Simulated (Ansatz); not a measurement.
**AlPt: pressure against volume**

How stiff is AlPt, and at what volume does the pressure vanish? The cell is scaled evenly, atoms carried along, and solved with PAW.

Program: Ansatz 0.2.0. Level of theory: DFT r²SCAN, scalar-relativistic. These are calculated values, not measurements.

## Step 1: The starting structure

The structure is cubic, space group Pm-3m (No. 221). Conventional cell: a = 3.092 Å, b = 3.092 Å, c = 3.092 Å, α = 90.00°, β = 90.00°, γ = 90.00°. Al (site symmetry m-3m) has 8 Pt at 2.68 Å as nearest neighbours. Around Pt (site symmetry m-3m) lie 8 Al at 2.68 Å.

Structure file:

```cif
data_structure
_symmetry_space_group_name_H-M 'P 1'
_symmetry_Int_Tables_number 1
_cell_length_a 3.0915
_cell_length_b 3.0915
_cell_length_c 3.0915
_cell_angle_alpha 90.000
_cell_angle_beta 90.000
_cell_angle_gamma 90.000
_cell_volume 29.55
loop_
_atom_site_label
_atom_site_type_symbol
_atom_site_fract_x
_atom_site_fract_y
_atom_site_fract_z
_atom_site_occupancy
Al1 Al 0.00000 0.00000 0.00000 1
Pt1 Pt 0.50000 0.50000 0.50000 1
```

The cell is one relaxed in the Materials Project, used as it stands.

Atoms are numbered in the order of the input: Al1, Pt2.

## Step 2: Volume × 0.95, PAW

Input file input.yaml:

```yaml
crystal:
  lattice:
    - [3.0391367906, 0.0, 0.0]
    - [0.0, 3.0391367906, 0.0]
    - [0.0, 0.0, 3.0391367906]
  atoms:
    - { symbol: Al, position: [0.0, 0.0, 0.0] }
    - { symbol: Pt, position: [0.5, 0.5, 0.5] }
kpoints:
  mp_grid: { grid: [11, 11, 11] }
scf:
  occupations: { method: fermi_dirac, width: 0.03 }
hamiltonian:
  xc: r2scan
  pseudopotentials: { kind: paw }
output:
  forces: true
  stress: true
  eigenvalues: true
  efg: { contact_densities: true }
```

Log, shortened:

```text
Pt: output.efg is read without spin–orbit coupling, which moves field gradients at and beside such atoms by some per cent and up to a factor of two; PAW files take it under magnetization.noncollinear and magnetization.spin_orbit
[...]
Pseudopotentials: kind: paw
Pseudopotential: Al, paw, valence charge 3, recommended cutoff 500 eV (meta_gga)
Pseudopotential: Pt, paw, valence charge 18, recommended cutoff 500 eV (meta_gga)
Functional definition: r2SCAN
[...]
Crystal: 2 atoms, lattice volume = 28.071 Å³
Basis set: ecut = 500 eV, 739 PW (Γ), exchange–correlation on 96×96×96 points (64 copies of the dense FFT grid, shifted against one another)
Bands: 15, of which v1, the nominal top of the filled ones, is band 11 counted from 1 (10 counted from 0)
Symmetry: 48 space group operations
Space group: Pm-3m (ITA 221), of the structure as read, at distance tolerance 3.0e-5 Å
k-points: 56 of 1331
[...]
SCF iter   1: F=—  HF=-13079.150525 eV  |F-HF|=—  |Δ(HF+E_count)|=         —  Δρ=1.33e-2  dr2=7.25e-2  dr2_τ=2.67e-2  ethr=1.77e-3  ⟨swp⟩=5.9  Hψ=4356  notcnv=0
[...]
SCF iter   6: F=-13079.153618 eV  HF=-13079.153618 eV  |F-HF|=4.51e-9  |Δ(HF+E_count)|=   5.23e-7  Δρ=8.00e-6  dr2=1.24e-8  dr2_τ=8.64e-10  ethr=4.76e-10  ⟨swp⟩=6.9  Hψ=3895  notcnv=0
[...]
SCF converged after 6 iterations
Free energy (F): -13079.153618 eV
[...]
E sigma→0 (E₀):  -13079.152722 eV
Entropy (-TS):   -0.001792 eV (-0.896 meV/atom)
Fermi energy:    18.008000 eV
[...]
--- Forces (eV/Å), atoms counted from 1 ---
  atom   1  Al    -0.00000000     0.00000000     0.00000000
  atom   2  Pt     0.00000000    -0.00000000     0.00000000
[...]
--- Stress (GPa, compression-positive) ---
        5.775183      -0.000000       0.000000
        0.000000       5.775183       0.000000
        0.000000       0.000000       5.775183
  P = ⅓ Tr σ = 5.7752 GPa (57.752 kbar)
--- Band table (eV; the first three rows and the last of 56) ---
  k-point 0: bands = ["-83.2260", "-36.8458", "-36.8458", "-36.8458", "5.3079", "11.6524", "11.6524", "15.0189", "15.0189", "15.0189", "22.2059", "22.2059", "22.2059", "27.5306", "27.5306"]
[...]
```

It took 5.9 s on 1 thread, shared host.

In short: pressure 5.78 GPa; no gap.

## Step 3: Volume × 0.975, PAW

Edit input.yaml of step 2 so:

```diff
@@ -2,5 +2,5 @@
   lattice:
-    - [3.0391367906, 0.0, 0.0]
-    - [0.0, 3.0391367906, 0.0]
-    - [0.0, 0.0, 3.0391367906]
+    - [3.0655653935, 0.0, 0.0]
+    - [0.0, 3.0655653935, 0.0]
+    - [0.0, 0.0, 3.0655653935]
   atoms:
```

Log, shortened:

```text
Pt: output.efg is read without spin–orbit coupling, which moves field gradients at and beside such atoms by some per cent and up to a factor of two; PAW files take it under magnetization.noncollinear and magnetization.spin_orbit
[...]
[... 4 set-up lines as earlier in the session ...]
[...]
Crystal: 2 atoms, lattice volume = 28.809 Å³
Basis set: ecut = 500 eV, 739 PW (Γ), exchange–correlation on 96×96×96 points (64 copies of the dense FFT grid, shifted against one another)
Bands: 15, of which v1, the nominal top of the filled ones, is band 11 counted from 1 (10 counted from 0)
[... 1 set-up line as earlier in the session ...]
Space group: Pm-3m (ITA 221), of the structure as read, at distance tolerance 3.1e-5 Å
k-points: 56 of 1331
[...]
SCF iter   6: F=-13079.166930 eV  HF=-13079.166930 eV  |F-HF|=4.62e-9  |Δ(HF+E_count)|=   5.47e-7  Δρ=8.06e-6  dr2=1.31e-8  dr2_τ=1.03e-9  ethr=4.76e-10  ⟨swp⟩=6.7  Hψ=3849  notcnv=0
[...]
SCF converged after 6 iterations
Free energy (F): -13079.166930 eV
[...]
E sigma→0 (E₀):  -13079.166076 eV
Entropy (-TS):   -0.001708 eV (-0.854 meV/atom)
Fermi energy:    17.413990 eV
[...]
--- Forces (eV/Å), atoms counted from 1 ---
  atom   1  Al     0.00000000    -0.00000000    -0.00000000
  atom   2  Pt     0.00000000     0.00000000     0.00000000
[...]
--- Stress (GPa, compression-positive) ---
        0.132691       0.000000       0.000000
        0.000000       0.132691       0.000000
        0.000000       0.000000       0.132691
  P = ⅓ Tr σ = 0.1327 GPa (1.327 kbar)
--- Band table (eV; the first three rows and the last of 56) ---
  k-point 0: bands = ["-83.7144", "-37.3318", "-37.3318", "-37.3318", "4.9841", "11.2913", "11.2913", "14.5151", "14.5151", "14.5151", "21.5780", "21.5780", "21.5780", "26.8576", "26.8576"]
[...]
```

Wall time 5.9 s (1 thread, shared host).

This run gives: pressure 0.13 GPa; no gap.

## Step 4: Volume × 1.025, PAW

Edit input.yaml of step 3 so:

```diff
@@ -2,5 +2,5 @@
   lattice:
-    - [3.0655653935, 0.0, 0.0]
-    - [0.0, 3.0655653935, 0.0]
-    - [0.0, 0.0, 3.0655653935]
+    - [3.1170971256, 0.0, 0.0]
+    - [0.0, 3.1170971256, 0.0]
+    - [0.0, 0.0, 3.1170971256]
   atoms:
```

Log, shortened:

```text
Pt: output.efg is read without spin–orbit coupling, which moves field gradients at and beside such atoms by some per cent and up to a factor of two; PAW files take it under magnetization.noncollinear and magnetization.spin_orbit
[...]
[... 4 set-up lines as earlier in the session ...]
[...]
Crystal: 2 atoms, lattice volume = 30.287 Å³
Basis set: ecut = 500 eV, 751 PW (Γ), exchange–correlation on 96×96×96 points (64 copies of the dense FFT grid, shifted against one another)
Bands: 15, of which v1, the nominal top of the filled ones, is band 11 counted from 1 (10 counted from 0)
[... 2 set-up lines as earlier in the session ...]
k-points: 56 of 1331
[...]
SCF iter   6: F=-13079.124099 eV  HF=-13079.124099 eV  |F-HF|=6.99e-9  |Δ(HF+E_count)|=   5.95e-7  Δρ=7.07e-6  dr2=9.87e-9  dr2_τ=8.48e-10  ethr=4.76e-10  ⟨swp⟩=6.8  Hψ=3883  notcnv=0
[...]
SCF converged after 6 iterations
Free energy (F): -13079.124099 eV
[...]
E sigma→0 (E₀):  -13079.123213 eV
Entropy (-TS):   -0.001773 eV (-0.886 meV/atom)
Fermi energy:    16.309595 eV
[...]
--- Forces (eV/Å), atoms counted from 1 ---
  atom   1  Al    -0.00000000     0.00000000    -0.00000000
  atom   2  Pt     0.00000000     0.00000000     0.00000000
[...]
--- Stress (GPa, compression-positive) ---
       -8.979859      -0.000000       0.000000
       -0.000000      -8.979859       0.000000
        0.000000       0.000000      -8.979859
  P = ⅓ Tr σ = -8.9799 GPa (-89.799 kbar)
--- Band table (eV; the first three rows and the last of 56) ---
  k-point 0: bands = ["-84.6200", "-38.2333", "-38.2333", "-38.2333", "4.3875", "10.6170", "10.6170", "13.5803", "13.5803", "13.5803", "20.4106", "20.4106", "20.4106", "25.6025", "25.6025"]
[...]
```

Wall time 6 s (1 thread, shared host).

Result: pressure -8.98 GPa; no gap.

## Step 5: Volume × 1.05, PAW

Edit input.yaml of step 4 so:

```diff
@@ -2,5 +2,5 @@
   lattice:
-    - [3.1170971256, 0.0, 0.0]
-    - [0.0, 3.1170971256, 0.0]
-    - [0.0, 0.0, 3.1170971256]
+    - [3.1422360913, 0.0, 0.0]
+    - [0.0, 3.1422360913, 0.0]
+    - [0.0, 0.0, 3.1422360913]
   atoms:
```

Log, shortened:

```text
Pt: output.efg is read without spin–orbit coupling, which moves field gradients at and beside such atoms by some per cent and up to a factor of two; PAW files take it under magnetization.noncollinear and magnetization.spin_orbit
[...]
[... 4 set-up lines as earlier in the session ...]
[...]
Crystal: 2 atoms, lattice volume = 31.025 Å³
Basis set: ecut = 500 eV, 751 PW (Γ), exchange–correlation on 96×96×96 points (64 copies of the dense FFT grid, shifted against one another)
Bands: 15, of which v1, the nominal top of the filled ones, is band 11 counted from 1 (10 counted from 0)
[... 2 set-up lines as earlier in the session ...]
k-points: 56 of 1331
[...]
SCF iter   6: F=-13079.074088 eV  HF=-13079.074088 eV  |F-HF|=9.70e-10  |Δ(HF+E_count)|=   2.92e-8  Δρ=3.76e-6  dr2=3.25e-9  dr2_τ=2.10e-10  ethr=4.76e-10  ⟨swp⟩=6.2  Hψ=3800  notcnv=0
[...]
SCF converged after 6 iterations
Free energy (F): -13079.074088 eV
[...]
E sigma→0 (E₀):  -13079.073078 eV
Entropy (-TS):   -0.002019 eV (-1.009 meV/atom)
Fermi energy:    15.798908 eV
[...]
--- Forces (eV/Å), atoms counted from 1 ---
  atom   1  Al    -0.00000000    -0.00000000     0.00000000
  atom   2  Pt     0.00000000    -0.00000000     0.00000000
[...]
--- Stress (GPa, compression-positive) ---
      -12.619902       0.000000       0.000000
        0.000000     -12.619902       0.000000
       -0.000000       0.000000     -12.619902
  P = ⅓ Tr σ = -12.6199 GPa (-126.199 kbar)
--- Band table (eV; the first three rows and the last of 56) ---
  k-point 0: bands = ["-85.0396", "-38.6514", "-38.6514", "-38.6514", "4.1123", "10.3021", "10.3021", "13.1464", "13.1464", "13.1464", "19.8670", "19.8670", "19.8670", "25.0163", "25.0163"]
[...]
```

It took 5.9 s on 1 thread, shared host.

In short: pressure -12.62 GPa; no gap.

## Step 6: All volumes together

The rows at scale 1 come from earlier runs of the unscaled cell with the same settings.

| method | volume (Å³/atom) | F above the lowest (meV/atom) | pressure (GPa) |
| --- | --- | --- | --- |
| PAW | 14.035 | 6.7 | 5.78 |
| PAW | 14.405 | 0.0 | 0.13 |
| PAW | 14.774 | 5.5 | -4.75 |
| PAW | 15.143 | 21.4 | -8.98 |
| PAW | 15.513 | 46.4 | -12.62 |

## Step 7: Summary of results

| quantity | value |
| --- | --- |
| equilibrium volume (PAW) | 14.414 Å³/atom |
| bulk modulus (PAW) | 204 GPa |
| its pressure derivative (PAW) | 4.7 |

What this shows: By PAW, the pressure vanishes at 14.41 Å³/atom (-2.4 % from the starting cell) and the bulk modulus there is 204 GPa (Birch-Murnaghan, third order). No thermal or zero-point expansion is included. Spin-orbit coupling is left out, though the cell holds Pt.
